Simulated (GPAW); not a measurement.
Runs of GPAW 26.7.0 on AgCl (Chlorargyrite). Symmetry: Fm-3m, No. 225, cubic system. The conventional cell has a = 5.470 Å, b = 5.470 Å, c = 5.470 Å, α = 90.00°, β = 90.00°, γ = 90.00°. Around Ag (site symmetry m-3m) lie 6 Cl at 2.73 Å. Cl (site symmetry m-3m) has 6 Ag at 2.73 Å as nearest neighbours. 

| task | level | potentials or basis | U | cell | band path | band points | gap on the mesh (eV) | pressure (GPa) |
| --- | --- | --- | --- | --- | --- | --- | --- | --- |
| single point | PBEsol | PAW data sets generated in the run's folder for this functional, pw | - | as given | - | - | 0.70 | -0.6 |
| band structure | PBEsol+U | PAW data sets generated in the run's folder for this functional, pw | Ag d U = 3 eV | as given | GXWKGLUWLK,UX | 60 | (c) | (a) |
| single point | PBEsol | PAW data sets generated in the run's folder for this functional, pw | - | atoms moved at random, drawn with an rms of 0.05 Å | - | - | 0.70 | -0.5 |
| band structure | PBEsol+U | PAW data sets generated in the run's folder for this functional, pw | Ag d U = 1 eV | as given | GXWKGLUWLK,UX | 60 | 0.93 | -0.4 |
| band structure | PBEsol+U | PAW data sets generated in the run's folder for this functional, pw | Ag d U = 4 eV | as given | GXWKGLUWLK,UX | 60 | 1.55 | 0.2 |
| band structure | PBEsol | PAW data sets generated in the run's folder for this functional, pw | - | as given | GXWKGLUWLK,UX | 60 | 0.70 | -0.6 |
| band structure | LDA | the program's PAW data sets (release 1.2.1) made for this functional, pw | - | as given | GXWKGLUWLK,UX | 60 | 0.60 | -3.7 |
| band structure | PBEsol+U | PAW data sets generated in the run's folder for this functional, pw | Ag d U = 6 eV | as given | GXWKGLUWLK,UX | 60 | (b) | 0.5 |
| band structure | PBEsol+U | PAW data sets generated in the run's folder for this functional, pw | Ag d U = 8 eV | as given | GXWKGLUWLK,UX | 60 | 2.24 | 0.8 |
| band structure | PBEsol+U | PAW data sets generated in the run's folder for this functional, pw | Ag d U = 2 eV | as given | GXWKGLUWLK,UX | 60 | 1.14 | -0.2 |

Alike in all rows: no spin polarisation; k mesh 8 × 8 × 8; cutoff (eV) 600; smearing fermi-dirac 0.05 eV.

Task: Fill in the values left out.

Result: (a) 0.0; (b) 1.91; (c) 1.35.

A k mesh can miss the band edges, and the runs leave out spin-orbit coupling on Ag.

Runs at the PBE level aren't shown here.
